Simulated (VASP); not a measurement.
Set up this calculation in VASP 6.6.1, as the native input.

```
Task                   : single point
Functional             : PBEsol
Potentials or basis    : VASP PAW PBE potentials, release 64 (W_sv, S)
Cutoff                 : 520 eV
k mesh                 : 7 × 7 × 7
Occupations            : gaussian, width 0.05 eV
Spin                   : collinear spin, zero start
Starting moments       : [-0.0, 0.0, 0.0] μB
Dipole correction      : no
Further INCAR settings : ALGO = Normal; EDIFF = 1e-06; NBANDS = 24
```

The structure of WS2 lies in POSCAR:

```
WS2
1.0
    1.5790001700      0.9116361700      6.1633291500
   -1.5790001700      0.9116361700      6.1633291500
    0.0000000000     -1.8232723400      6.1633291500
W S
1 2
Direct
    0.0000000000      0.0000000000      0.0000000000
    0.7503000000      0.7503000000      0.7503000000
    0.5810000000      0.5810000000      0.5810000000
```

Measurements of this composition are mostly on another form, of space group No. 194.

The input as run:

INCAR

```
PREC = Accurate ; ENCUT = 520
EDIFF = 1E-6 ; ISMEAR = 0
SIGMA = 0.05 ; LREAL = False
LASPH = True ; NELM = 150
ALGO = Normal ; ISIF = 2
LWAVE = False ; LCHARG = False
ISPIN = 2 ; MAGMOM = 0 0 0
LORBIT = 11 ; LMAXMIX = 4
GGA = PS ; NBANDS = 24
```

KPOINTS

```
regular mesh
0
Gamma
  7 7 7
```

Potentials or basis: VASP PAW PBE potentials, release 64 (W_sv, S).

Run with:

```bash
$ cat potpaw_PBE.64/W_sv/POTCAR potpaw_PBE.64/S/POTCAR > POTCAR
$ mpirun -np 1 vasp_std > vasp.out
```

Results of the run:

The pressure is -0.5 GPa. The largest force is 0.602 eV/Å. The band gap on the k mesh is 1.11 eV, indirect (least direct gap 2.32 eV). The net moment is 0.00 μB per cell and the valence electrons inside the program's atomic spheres are W 12.07; S 3.71, 3.69.

Caveat: the PAW data sets were made with another functional, which shifts forces and pressure a little; spin-orbit coupling is left out, which moves the levels of the heavy elements; an odd mesh through Γ misses points on the zone boundary, where band edges often lie.

It took 2.8 min on 1 thread of Intel(R) Xeon(R) 6975P-C (Granite Rapids) (shared host), peak memory 0.43 GiB.
